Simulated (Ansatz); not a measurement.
## Migration of H in WS2

These are results of Ansatz 0.2.0, DFT PBE, scalar-relativistic, plane waves, PAW, not measurements. Settings: 420 eV cutoff, 3×3×3 k-mesh, Gaussian smearing of 0.02 eV, collinear spin.

In a supercell of 12 host sites, interstitial H hops to an equivalent place, moving 1.21 Å between the relaxed ends. Climbing-image nudged elastic band at fixed cell with images 0 (start) to 6 (end), the path measured over all atoms, converged to 0.05 eV/Å; the order of the saddle wasn't checked, and the small cell leaves errors of about a tenth of an eV. Zero-point motion and tunnelling, which matter for H, are left out.

Spin-orbit coupling is left out, which matters for the bands and energies of heavy elements.

Start:

```
CELL_PARAMETERS angstrom
3.18775 -5.52134 0.00000
-3.18775 -5.52134 0.00000
0.00000 -3.68089 -7.47445
ATOMIC_POSITIONS crystal
W 0.50032 0.50038 0.00333
W 0.00332 0.49971 0.99577
W 0.49971 0.00333 0.99577
W 0.00056 0.00057 0.99880
S 0.90508 0.90508 0.78663
S 0.40315 0.90183 0.78873
S 0.90177 0.40318 0.78875
S 0.39718 0.39715 0.77303
S 0.76407 0.76406 0.20713
S 0.26512 0.76547 0.20986
S 0.76545 0.26512 0.20985
S 0.26447 0.26448 0.20732
H 0.35172 0.35162 0.63556
```

Atom 13 jumps to (-0.608, -5.171, -4.750) Å.

Give the energy along the band and the structure at its top.

```csv
image,path (Å),E − E(0) (eV),H x (Å),H y (Å),H z (Å),force on H (eV/Å)
0,0.00,0.000,0.000,-6.223,-4.750,0.00
1,0.24,0.029,-0.183,-6.104,-4.841,0.24
2,0.48,0.135,-0.345,-5.965,-4.936,0.58
3,0.72,0.260,-0.467,-5.791,-4.960,0.00
4,0.96,0.135,-0.557,-5.598,-4.936,0.58
5,1.19,0.029,-0.596,-5.389,-4.841,0.24
6,1.43,0.000,-0.608,-5.171,-4.750,0.00
```

Barrier 0.26 eV. Image 3:
```
CELL_PARAMETERS angstrom
3.18775 -5.52134 0.00000
-3.18775 -5.52134 0.00000
0.00000 -3.68089 -7.47445
ATOMIC_POSITIONS crystal
W 0.50441 0.49528 0.99591
W 0.00027 0.50090 0.99855
W 0.50152 0.99991 0.99475
W 0.00383 0.99991 0.99475
S 0.90543 0.90360 0.78553
S 0.40829 0.89779 0.78563
S 0.92774 0.39854 0.77875
S 0.39496 0.39854 0.77876
S 0.76311 0.76666 0.20711
S 0.26806 0.75857 0.20531
S 0.76544 0.26292 0.20591
S 0.26572 0.26292 0.20591
H 0.22997 0.37640 0.66365
```

Cost: 1 run of about 29 core-minutes, on Intel Xeon Platinum 8488C (Sapphire Rapids) (shared hosts).